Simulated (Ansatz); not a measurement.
**Sb (R-3m)**

The calculation used DFT PBE, scalar-relativistic, plane waves, PAW (Ansatz).

Settings: cutoff 420 eV, Γ-centred mesh 12×12×12 on the computed 2-atom cell, Gaussian smearing of 0.10 eV; no spin polarisation.

The structure is relaxed at this level of theory with its symmetry kept.

```
Sb
1.0
     2.18780    1.26313    3.84287
    -2.18780    1.26313    3.84287
     0.00000   -2.52626    3.84287
Sb
2
Direct
  0.23275 0.23275 0.23275
  0.76725 0.76725 0.76725
```

```json
{
 "Space group": "R-3m (No. 166)",
 "Volume per atom": "31.86 Å³",
 "Formation energy from the elements' standard states (uncorrected)": "-0.001 eV/atom",
 "Kohn–Sham band gap": "none (metal)",
 "Density of states at the Fermi level": "0.03 states/eV per cell (so small that it hangs on the mesh: a semimetal, or crossings between mesh points)",
 "Löwdin character within 0.5 eV of the Fermi level": "Sb 5p 82 %, Sb 5s 14 %",
 "Bulk modulus": "31 GPa",
 "Its pressure derivative": "8.2",
 "Bader charges (e)": "Sb (2 in the cell) 0.00"
}
```

Spin-orbit coupling is left out, which matters for the bands of heavy elements.